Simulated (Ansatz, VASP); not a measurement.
# Two plane-wave programs on Hf

The input INCAR:

```
SYSTEM = Hf
PREC = Accurate
ENCUT = 520
EDIFF = 1E-7
ISMEAR = -1
SIGMA = 0.05
LREAL = .False.
LASPH = .True.
NELM = 60
ALGO = Normal
ISIF = 2
LWAVE = .False.
LCHARG = .False.
GGA = PS
NBANDS = 11
```

The input KPOINTS:

```
Automatic mesh
0
Gamma
  10 10 10
  0 0 0
```

Contents of POSCAR:

```
Hf
1.0
   -1.8050000000      1.8050000000      1.8050000000
    1.8050000000     -1.8050000000      1.8050000000
    1.8050000000      1.8050000000     -1.8050000000
Hf
1
Direct
    0.0000000000      0.0000000000      0.0000000000
```

The input input.yaml:

```yaml
crystal:
  lattice:
    - [-1.805, 1.805, 1.805]
    - [1.805, -1.805, 1.805]
    - [1.805, 1.805, -1.805]
  atoms:
    - { symbol: Hf, position: [0.0, 0.0, 0.0] }
hamiltonian:
  xc: pbesol
  pseudopotentials: { kind: paw }
kpoints:
  mp_grid: { grid: [10, 10, 10] }
scf:
  occupations: { method: fermi_dirac, width: 0.05 }
output:
  forces: true
  stress: true
  eigenvalues: true
```

This isn't the form of Hf at room conditions, which is hcp.

Alike in both runs: task single point; functional PBEsol; k mesh 10 × 10 × 10; occupations fermi-dirac, width 0.05 eV; no spin polarisation.

|  | VASP | Ansatz |
| --- | --- | --- |
| version | VASP 6.6.1 | Ansatz 0.2.0 |
| potentials or method | VASP PAW PBE potentials, release 64 (Hf_pv) | Ansatz PAW |
| plane-wave cutoff (eV) | 520 | 420 |
| valence electrons in the cell | 10 | 26 |

|  | VASP | Ansatz | Ansatz less VASP |
| --- | --- | --- | --- |
| gap on the k mesh at the Fermi level (eV) | none | none | - |
| pressure (GPa) | -9.3 | -9.0 | +0.31 |

A gap of «none» marks a metal or a gap that the smearing closes. The two sets of potentials don't hold the same shells in valence.

Caveats: the PAW data sets were made with another functional, which shifts forces and pressure a little (VASP); the PAW data sets come from PBE, with cores solved anew for the run's functional, which leaves a small shift of forces and pressure (Ansatz). The runs have no spin-orbit coupling, so splittings on Hf are missing.
